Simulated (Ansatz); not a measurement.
**How far is this Al6N from the hull?**

The calculation used Ansatz, DFT PBE, scalar-relativistic, plane waves, PAW. All cells share a 420 eV cutoff and Γ-centred k meshes spaced about 0.3 Å⁻¹ or finer (0.25 for metals, 2π included). No spin polarisation.

Energies over the elements count from the elements' standard structures at the same level (N₂ as a molecule), with no fitted energy shifts.

These are static total energies at zero pressure.

The competitors are the elements and 1 reference phase of this chemical system (from databases or known types: AlN), relaxed at the same level; other known phases may be missing.

The candidate was reached from: a cell proposed by chemical analogy.

```cif
data_structure
_symmetry_space_group_name_H-M 'P3m1'
_symmetry_Int_Tables_number 156
_cell_length_a 2.9842
_cell_length_b 2.9842
_cell_length_c 27.8783
_cell_angle_alpha 90.000
_cell_angle_beta 90.000
_cell_angle_gamma 120.000
_cell_volume 215.01
loop_
_atom_site_label
_atom_site_type_symbol
_atom_site_symmetry_multiplicity
_atom_site_Wyckoff_symbol
_atom_site_fract_x
_atom_site_fract_y
_atom_site_fract_z
_atom_site_occupancy
Al1 Al 1 c 0.66667 0.33333 0.67572 1
Al2 Al 1 a 0.00000 0.00000 0.75630 1
Al3 Al 1 b 0.33333 0.66667 0.83765 1
Al4 Al 1 b 0.33333 0.66667 0.59453 1
Al5 Al 1 b 0.33333 0.66667 0.09069 1
Al6 Al 1 c 0.66667 0.33333 0.18449 1
Al7 Al 1 a 0.00000 0.00000 0.99808 1
Al8 Al 1 a 0.00000 0.00000 0.27121 1
Al9 Al 1 c 0.66667 0.33333 0.91897 1
Al10 Al 1 c 0.66667 0.33333 0.43189 1
Al11 Al 1 a 0.00000 0.00000 0.51337 1
Al12 Al 1 b 0.33333 0.66667 0.35075 1
N1 N 1 a 0.00000 0.00000 0.06628 1
N2 N 1 b 0.33333 0.66667 0.15838 1
```

Question: Is it stable, and against what?

Answer: Not stable. Its formation energy is -0.291 eV/atom. The lowest competing mixture at this composition is this:

```json
{"phase": "Al", "space group": "-", "source": "element", "share of atoms": "0.7143", "ΔE_f (eV/atom)": "0.000"}
{"phase": "AlN", "space group": "P6_3mc (No. 186)", "source": "COD", "share of atoms": "0.2857", "ΔE_f (eV/atom)": "-1.368"}
```

The mixture lies at -0.391 eV/atom, and the candidate lies 100 meV/atom above it. It is metastable at best. Phonons aren't part of this comparison.
